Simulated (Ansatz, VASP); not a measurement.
## Two plane-wave programs on C

The input INCAR:

```
ALGO     = Normal         # electronic algorithm
EDIFF    = 1E-7           # SCF threshold, eV
ENCUT    = 520            # plane-wave cutoff, eV
GGA      = PE             # functional
ISIF     = 2              # what is computed and relaxed
ISMEAR   = -1             # smearing method
LASPH    = True           # aspherical terms in the spheres
LCHARG   = True           # write CHGCAR
LELF     = True           # ELF
LREAL    = False          # projectors in reciprocal space
LVHAR    = True         
LWAVE    = False          # write WAVECAR
NBANDS   = 11             # bands
NELM     = 60             # most SCF steps
PREC     = Accurate       # precision mode
SIGMA    = 0.05           # smearing width, eV
```

File KPOINTS:

```
k-points
0
Gamma
  11 11 11
```

Contents of POSCAR:

```
C
1.0
    0.0000000000      1.7833700000      1.8547048000
    1.7833700000      0.0000000000      1.8547048000
    1.7833700000      1.7833700000      0.0000000000
C
2
Direct
    0.7500000000      0.7500000000      0.7500000000
    0.5000000000      0.5000000000      0.5000000000
```

The input input.yaml:

```yaml
crystal:
  lattice:
    - [0.0, 1.78337, 1.8547048]
    - [1.78337, 0.0, 1.8547048]
    - [1.78337, 1.78337, 0.0]
  atoms:
    - { symbol: C, position: [0.75, 0.75, 0.75] }
    - { symbol: C, position: [0.5, 0.5, 0.5] }
hamiltonian:
  xc: pbe
  pseudopotentials: { kind: paw }
kpoints:
  mp_grid: { grid: [11, 11, 11] }
  band_path:
    path:
      - [[0.0, 0.0, 0.0], [-0.5, 0.0, -0.5], [-0.5, -0.2311390533, -0.7311390533], [-0.3655695266, -0.3655695266, -0.7311390533], [0.0, 0.0, 0.0], [0.5, 0.5, 0.0], [0.3655695266, 0.3655695266, -0.2688609467], [0.0, 0.0, -0.5], [-0.25, 0.25, -0.5], [0.2311390533, 0.5, -0.2688609467], [0.5, 0.5, 0.0]]
      - [[-0.5, 0.0, -0.5], [-0.25, 0.25, -0.5]]
    npoints: 14
scf:
  occupations: { method: fermi_dirac, width: 0.05 }
  n_extra_bands: 6
output:
  forces: true
  stress: true
  eigenvalues: true
  fatbands: false
```

This isn't the form of C at room conditions, which is graphite.

Alike in both runs: functional PBE; k mesh 11 × 11 × 11; occupations fermi-dirac, width 0.05 eV; no spin polarisation.

|  | VASP | Ansatz |
| --- | --- | --- |
| version | VASP 6.6.1 | Ansatz 0.2.0 |
| potentials or method | VASP PAW PBE potentials, release 64 (C) | Ansatz PAW |
| plane-wave cutoff (eV) | 520 | 420 |
| valence electrons in the cell | 8 | 8 |
| task | single point | band structure |

|  | VASP | Ansatz | Ansatz less VASP |
| --- | --- | --- | --- |
| gap on the k mesh at the Fermi level (eV) | 3.55 | 3.56 | +0.009 |
| least direct gap on the mesh (eV) | 5.14 | 5.14 | +0.005 |
| pressure (GPa) | -13.7 | -14.2 | -0.53 |
| largest component of the traceless stress (GPa) | 24.22 | 24.22 | 0.000 |

With one functional, cell and mesh, what is left measures potentials, basis and numerics.

Caveats: an odd mesh through Γ misses points on the zone boundary, where band edges often lie (VASP); the pressure holds a Pulay correction of +1.0 GPa for the finite cutoff (Ansatz).
